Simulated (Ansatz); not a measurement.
Crystal: Ti2O.

```
Ti O
1.0
     2.91940    0.00000    0.00000
    -1.45970    2.52827    0.00000
     0.00000    0.00000    4.71300
Ti O
2 1
Direct
  0.33333 0.66667 0.72126
  0.66667 0.33333 0.27874
  0.00000 0.00000 0.00000
```

- Program: Ansatz 0.2.0
- Task: relaxation of cell and atoms
- Functional: PBEsol
- Potentials or basis: Ansatz PAW
- Cutoff: 420 eV (not typed: the program's choice for these potentials)
- k mesh: 10 × 10 × 6
- Occupations: fermi-dirac, width 0.05 eV
- Spin: no spin polarisation
- Hubbard terms: Ti d U = 2 eV

At the start: volume 11.60 Å³/atom.

Question: Where does the relaxation end?

Answer: It ends after 8 steps and the volume is 12.03 Å³/atom (+3.7 %); space group P-3m1 (No. 164, to 0.05 Å).

Step by step:
```csv
step,energy change (eV),largest force (eV/Å),volume (Å³)
1,0.0000,1.2527,34.79
2,-0.0694,0.2153,36.94
3,-0.0971,0.0235,36.30
4,-0.0991,0.0175,35.96
5,-0.0992,0.0044,36.05
6,-0.1026,0.0039,36.05
7,-0.1025,0.0005,36.08
8,-0.1026,0.0002,36.08
```

Final structure:
```xyz
3
Lattice="2.9568 0.0000 0.0000 -1.4784 2.5606 0.0000 0.0000 0.0000 4.7650" Properties=species:S:1:pos:R:3 pbc="T T T"
Ti    0.0000    1.7071    3.5038
Ti    1.4784    0.8535    1.2611
O     0.0000    0.0000    0.0000
```

Caveat: the plane-wave basis is chosen anew once the cell has moved, so the energies of steps on either side of that aren't comparable; the pressure holds a Pulay correction of +0.4 GPa for the finite cutoff; U without spin polarisation on a metal has little footing; the PAW data sets come from PBE, with cores solved anew for the run's functional, which leaves a small shift of forces and pressure.
